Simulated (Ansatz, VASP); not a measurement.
Tl in VASP and in Ansatz

File INCAR:

```
AGGAC = 1.0
AGGAX = 1.0
ALDAC = 0.0
ALDAX = 1.0
ALGO = Normal
EDIFF = 1E-7
ENCUT = 520
GGA = B5
ISIF = 2
ISMEAR = -1
LASPH = T
LCHARG = T
LELF = T
LREAL = F
LVHAR = T
LWAVE = F
NBANDS = 12
NELM = 80
PREC = Accurate
SIGMA = 0.1
```

File KPOINTS:

```
k-points
0
Gamma
  11 11 11
```

File POSCAR:

```
Tl
1.0
    3.4255485212      0.0000000000      0.0000000000
    0.0000000000      3.4255485212      0.0000000000
    0.0000000000      0.0000000000      3.4255485212
Tl
1
Direct
    0.0000000000      0.0000000000      0.0000000000
```

Input for Ansatz:

```yaml
crystal:
  lattice:
    - [3.4255485212, 0.0, 0.0]
    - [0.0, 3.4255485212, 0.0]
    - [0.0, 0.0, 3.4255485212]
  atoms:
    - { symbol: Tl, position: [0.0, 0.0, 0.0] }
hamiltonian:
  xc: blyp
  pseudopotentials:
    kind: paw
    azcp:
      Tl: "pseudopotentials/Tl.paw.azcp"
basis:
  ecutwfc: 420
  fft_grid_basis: typed
kpoints:
  mp_grid: { grid: [11, 11, 11], shift: [0, 0, 0] }
magnetization:
  spin_polarized: false
scf:
  occupations: { method: fermi_dirac, width: 0.1 }
  lower_state_search: "off"
output:
  stress: true
  write_density: true
  write_potential: true
  elf: true
  volumetric_format: npy
```

Alike in both runs: task single point; functional BLYP; k mesh 11 × 11 × 11; occupations fermi-dirac, width 0.1 eV; no spin polarisation.

```csv
,VASP,Ansatz
version,VASP 6.6.1,Ansatz 0.2.0
potentials or method,"VASP PAW PBE potentials, release 64 (Tl_d)","plane waves (420 eV) with PAW, scalar-relativistic"
plane-wave cutoff (eV),520,420
valence electrons in the cell,13,13
```

|  | VASP | Ansatz | Ansatz less VASP |
| --- | --- | --- | --- |
| pressure (GPa) | -0.5 | -0.5 | +0.01 |

Caveats: the PAW data sets were made with another functional, which shifts forces and pressure a little (VASP). The runs have no spin-orbit coupling, so splittings on Tl are missing.
